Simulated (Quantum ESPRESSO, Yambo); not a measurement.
# A GW chain in Yambo: AgBr (Fm-3m), part 2 of 3

How does a plane-wave GW calculation on AgBr (Fm-3m) run from the first input to the gap?

Quantum ESPRESSO 7.5 and Yambo 5.3.0; PBE and many-body steps on it, plane waves. Known limits of the many-body steps: not at the basis limit; d shell near the gap, gap tends to lie low; no spin-orbit coupling; coarse k mesh.

So far. Step 2 (Ground state): The gap is indirect, with the least direct gap 1.93 eV higher. Step 3 (Bands along the symmetry lines): The gap is 0.672 eV, as in the run before at this level.

The database entry behind the starting cell differs from later determinations by our own check (about 0.6 % short of the room-temperature cell), so it need not match the best structure at ambient conditions.

### Step 4. Empty states on the mesh, 4×4×4 mesh, 136 bands

Level of this step: DFT, PBE, plane waves, norm-conserving pseudopotentials (Quantum ESPRESSO).

The sums over transitions need many empty states on a uniform mesh; this step solves for them.

The input, pw.in:

```
&control
  calculation = 'nscf'
  prefix = 'x'
  outdir = 'o'
  pseudo_dir = 'pseudo'
/
&system
  ibrav = 0
  nat = 2
  ntyp = 2
  ecutwfc = 74.0
  nbnd = 136
  force_symmorphic = .true.
/
&electrons
  conv_thr = 1e-9
  electron_maxstep = 80
  diago_full_acc = .true.
  diago_thr_init = 5e-6
/
ATOMIC_SPECIES
  Ag 107.87 Ag.upf
  Br 79.904 Br.upf
CELL_PARAMETERS angstrom
  -0.0000000000 2.8701500000 2.8701500000
  2.8701500000 0.0000000000 2.8701500000
  2.8701500000 2.8701500000 0.0000000000
ATOMIC_POSITIONS crystal
  Ag 0.0000000000 0.0000000000 0.0000000000
  Br 0.5000000000 0.5000000000 0.5000000000
K_POINTS automatic
  4 4 4 0 0 0
```

Command:

```console
> OMP_NUM_THREADS=1 mpirun -n 4 pw.x -nk 4 -in pw.in > pw.out
```

What it wrote:

```text
[banner, memory and clock lines left out]
Program PWSCF v.7.5 starts

     Atomic positions and unit cell read from directory:
     o/x.save/

     Message from routine setup:
     using ibrav=0 with symmetry is DISCOURAGED, use correct ibrav instead

     G-vector sticks info

     bravais-lattice index     =            0
     lattice parameter (alat)  =       7.6704  a.u.
     unit-cell volume          =     319.1100 (a.u.)^3
     number of atoms/cell      =            2
     number of atomic types    =            2
     number of electrons       =        26.00
     number of Kohn-Sham states=          136
     kinetic-energy cutoff     =      74.0000  Ry
     charge density cutoff     =     296.0000  Ry
     Exchange-correlation= PBE
                           (   1   4   3   4   0   0   0)

     celldm(1)=   7.670408  celldm(2)=   0.000000  celldm(3)=   0.000000
     celldm(4)=   0.000000  celldm(5)=   0.000000  celldm(6)=   0.000000

     crystal axes: (cart. coord. in units of alat)
               a(1) = (  -0.000000   0.707107   0.707107 )
               a(2) = (   0.707107   0.000000   0.707107 )
               a(3) = (   0.707107   0.707107   0.000000 )

     reciprocal axes: (cart. coord. in units 2 pi/alat)
               b(1) = ( -0.707107  0.707107  0.707107 )
               b(2) = (  0.707107 -0.707107  0.707107 )
               b(3) = (  0.707107  0.707107 -0.707107 )
     Pseudo is Norm-conserving + core correction, Zval = 19.0
     Generated using ONCVPSP code by D. R. Hamann
     Using radial grid of 1538 points,  6 beta functions with:
     Pseudo is Norm-conserving + core correction, Zval =  7.0
     Generated using ONCVPSP code by D. R. Hamann
     Using radial grid of 1098 points,  6 beta functions with:
     Ag               19.00   107.87000     Ag( 1.00)
     Br                7.00    79.90400     Br( 1.00)

     48 Sym. Ops., with inversion, found

   Cartesian axes

     site n.     atom                  positions (alat units)
         1        Ag     tau(   1) = (   0.0000000   0.0000000   0.0000000  )
         2        Br     tau(   2) = (   0.7071068   0.7071068   0.7071068  )

     number of k points=     8
                       cart. coord. in units 2pi/alat
        k(    1) = (   0.0000000   0.0000000   0.0000000), wk =   0.0312500
        k(    2) = (   0.1767767   0.1767767  -0.1767767), wk =   0.2500000
        k(    3) = (  -0.3535534  -0.3535534   0.3535534), wk =   0.1250000
[...]
k(    7) = (  -0.7071068   0.0000000   0.0000000), wk =   0.0937500
        k(    8) = (  -0.7071068   0.3535534   0.0000000), wk =   0.1875000

     Dense  grid:    27317 G-vectors     FFT dimensions: (  45,  45,  45)

     The potential is recalculated from file :
     o/x.save/charge-density

     Starting wfcs are   14 randomized atomic wfcs +  122 random wfcs

     Band Structure Calculation

     End of band structure calculation

          k = 0.0000 0.0000 0.0000 (  3479 PWs)   bands (ev):

   -81.9017 -45.4231 -45.4231 -45.4231  -6.8390   5.4480   5.4480   5.4480
     5.4486   5.4486   6.3128   6.3128   6.3128   8.9169  18.1717  18.1717
    18.1717  19.4245  20.0535  20.0535  20.0535  21.2695  21.2695  25.7469
[...]
[... 5 further rows ...]
[...]
k = 0.1768 0.1768-0.1768 (  3428 PWs)   bands (ev):

[...]
[... 5 further rows ...]
[...]
k =-0.3536-0.3536 0.3536 (  3426 PWs)   bands (ev):

[...]
[... 5 further rows ...]
    99.9919 101.7618 103.1543 103.1543 103.5810 103.5810 106.4935 106.4935
   107.8459 108.3226 108.3226 108.3439 108.5203 108.5203 110.6760 110.6760

          k = 0.3536 0.0000 0.0000 (  3479 PWs)   bands (ev):

     [... further k-points ...]

     highest occupied, lowest unoccupied level (ev):     8.2447    8.9169

     XML data file, pseudopotentials, collected wavefunctions
```

Run time: 9 s. Hardware: 4 MPI ranks of Arm Neoverse V1, shared host; peak memory 0.36 GiB; 36 s of CPU time.

Numbers from this step:

| Quantity | Value |
| --- | --- |
| gap | 0.6721 eV |
| k of the valence top | 0, 0, -0.5 |
| k of the conduction bottom | 0, 0, 0 |
| least direct gap | 2.604 eV |
| k points computed | 8 |
| lowest point of the top converged band, above the valence top | 99.5702 eV |

On this mesh the gap is 0.672 eV.

### Step 5. Conversion and set-up

This step: Yambo 5.3.0; conversion and set-up on PBE, plane waves, norm-conserving pseudopotentials.

The states are converted to the many-body program's format and the q mesh is built.

Command:

```console
> (cd o/x.save; p2y > p2y.log; mv SAVE ../..); yambo > setup.log
```

What it wrote:

```text
 Yambo, version 5.3.0

 [02] CORE Variables Setup
 =========================

  [02.01] Unit cells
  ==================

  Cell kind             :  FCC
  Atoms in the cell     :  Ag  Br
  number of Ag atoms    :  1
  number of Br atoms    :  1

  List of atomic masses
  Mass of Ag    :  107.8700
  Mass of Br    :  79.90400

  List of atomic coordinates    : [cc]
  Ag1       :  0.000000  0.000000  0.000000  order 1
  Br1       :  5.423797  5.423797  5.423797  order 2

  Alat factors          :  5.423797  5.423797  5.423797 [a.u.]
  Direct lattice volume :  319.1100 [a.u.]
  Direct lattice vectors:  A[ 1 ]  A[ 2 ]  A[ 3 ]
   A[ 1 ]: -0.000000  1.000000  1.000000  [iru]
  -0.000000  5.423797  5.423797  [cc]
   A[ 2 ]:  1.000000  0.000000  1.000000  [iru]
   5.423797  0.000000  5.423797  [cc]
   A[ 3 ]:  1.000000  1.000000  0.000000  [iru]
   5.423797  5.423797  0.000000  [cc]

  Recip. lattice volume :  0.777319 [a.u.]
  Recip. lattice vectors:  B[ 1 ]  B[ 2 ]  B[ 3 ]
   B[ 1 ]: -0.500000  0.500000  0.500000  [iku]
  -0.579224  0.579224  0.579224  [cc]
   B[ 2 ]:  0.500000 -0.500000  0.500000  [iku]
   0.579224 -0.579224  0.579224  [cc]
   B[ 3 ]:  0.500000  0.500000 -0.500000  [iku]
   0.579224  0.579224 -0.579224  [cc]

  [02.02] Symmetries
  ==================

  Inversion symmetry    : yes
  Spatial inversion     : yes
  Inversion index       :  25
  K-space Time-reversal : no
  Magnetic symmetries   : no
  Group table correct   : yes
  Symmetries units      :  [cc]

   [S  1]:   1.0000     -0.32899E-17 -0.32899E-17 -0.32899E-17   1.0000      0.32899E-17  0.32899E-17  0.32899E-17   1.0000
   [S  2]:  -1.0000      0.32899E-17 -0.32899E-17  0.32899E-17  -1.0000      0.32899E-17 -0.32899E-17 -0.32899E-17   1.0000
   [S  3]:  -1.0000     -0.32899E-17  0.32899E-17  0.32899E-17   1.0000     -0.32899E-17 -0.32899E-17  0.32899E-17  -1.0000
[...]
[... 36 further rows ...]
   [S 47]: -0.32899E-17   1.0000      0.32899E-17  0.32899E-17 -0.32899E-17  -1.0000       1.0000      0.32899E-17 -0.32899E-17
   [S 48]: -0.32899E-17  -1.0000     -0.32899E-17  0.32899E-17  0.32899E-17   1.0000       1.0000     -0.32899E-17  0.32899E-17

  [02.03] Reciprocal space
  ========================

  nG shells         :  296
  nG charge         :  27317
  nG WFs            :   4210
  nC WFs            :   3479
  G-vecs. in first 29 shells:  [ Number ]
     1    9   15   27   51   59   65   89  113
    137   169   181   229   259   283   307   331   339
    387   411   459   531   537   561   609   645   701
    725   749
  ...
  Shell energy in first 29 shells:  [ mHa ]
    0.00000      503.250      671.000      1342.00      1845.25      2013.00      2684.00      3187.25      3355.00
    4026.00      4529.25      5368.00      5871.25      6039.00      6710.00      7213.25      7381.01      8052.01
[...]
BZ  K-points                                      :   64

  K/Q-points units:
  rlu = crystal or reduced units; cc = cartesian coordinates; iku = interal k-units

  K [1]          [rlu]:  0.000000  0.000000  0.000000
         WF components:   3479
  K [2]          [rlu]: -0.51475E-17 -0.51475E-17  0.25000
         WF components:   3428
  K [3]          [rlu]:  0.10295E-16  0.10295E-16 -0.50000
         WF components:   3426
  K [4]          [rlu]: -0.11010E-17  0.25000      0.25000
         WF components:   3479
  K [5]          [rlu]:  0.19239E-16  0.25000     -0.50000
         WF components:   3417
  [... 2 further k-points ...]
  K [8]          [rlu]:  0.250000 -0.500000 -0.250000
         WF components:   3400

  [02.05] Energies & Occupations
  ==============================

  [X] === General ===
  [X] Electronic Temperature                        :  0.000000  0.000000 [eV K]
  [X] Bosonic    Temperature                        :  0.000000  0.000000 [eV K]
  [X] Finite Temperature mode                       : no
  [X] El. density                                   :  0.54983E+24 [cm-3]
  [X] Fermi Level                                   :  8.244730 [eV]

  [X] === Gaps and Widths ===
  [X] Conduction Band Min                           :  0.672137 [eV]
  [X] Valence Band Max                              :  0.000000 [eV]
  [X] Filled Bands                                  :  13
  [X] Empty Bands                                   :   14  136
  [X] Direct Gap                                    :  2.604052 [eV]
  [X] Direct Gap localized at k                     :  1
  [X] Indirect Gap                                  :  0.672137 [eV]
  [X] Indirect Gap between kpts                     :  3  1
  [X] Last valence band width                       :  2.284236 [eV]
  [X] 1st conduction band width                     :  4.310377 [eV]

  E @ K [1]:  [eV]
  -90.14643 -53.66780 -53.66780 -53.66780 -15.08371  -2.79674  -2.79674  -2.79674
  -2.796081 -2.796081 -1.931915 -1.931915 -1.931915  0.672137  9.927000  9.927000
    9.92700  11.17978  11.80880  11.80880  11.80880  13.02472  13.02472  17.50216
[...]
occ @ K [1]
[...]
E @ K [2]:  [eV]
[...]
occ @ K [2]
[...]
E @ K [3]:  [eV]
[...]
occ @ K [3]
[...]
E @ K [4]:  [eV]
[...]
occ @ K [4]
[...]
E @ K [5]:  [eV]
[...]
occ @ K [5]
[...]
[... 2 further k-points ...]
  E @ K [8]:  [eV]
[...]
occ @ K [8]
[...]
0.000000  0.000000  0.000000  0.000000  0.000000  0.000000  0.000000  0.000000
   0.000000  0.000000  0.000000  0.000000  0.000000  0.000000  0.000000  0.000000

 [03] Transferred momenta grid and indexing
 ==========================================

 IBZ Q-points                                      :   8
 BZ  Q-points                                      :   64

 K/Q-points units:
 rlu = crystal or reduced units; cc = cartesian coordinates; iku = interal k-units

 Q [1]          [rlu]:  0.000000  0.000000  0.000000
 Q [2]          [rlu]:  0.11377E-17  0.11377E-17  0.25000
 Q [3]          [rlu]: -0.22755E-17 -0.22755E-17 -0.50000
[...]
Q [7]          [rlu]:  0.22019E-17 -0.50000     -0.50000
 Q [8]          [rlu]:  0.250000 -0.500000 -0.250000

  [03.01] X indexes
  =================

   [03.01.01] Sigma indexes
   ========================

 [06] Game Over & Game summary
```

It took 2.5 s on 1 MPI rank; peak memory 0.24 GiB.

(Part 2 of 3 ends here.)

[Paths, hosts, dates, memory and timing lines, banners, echoed tables and standing remarks are left out of the program output.]

[Logs are printed without paths, hosts, clocks, repeated set-up lines and the standing remarks that a program may print on its own settings, such as how far it seeks lower states.]

[Runs of the session that timed out or met a known fault of the program may be left out.]

[Hosts, paths, dates, database ids (printed as entryN), source tags and the programs' standing remarks are cut or masked in the printed files.]
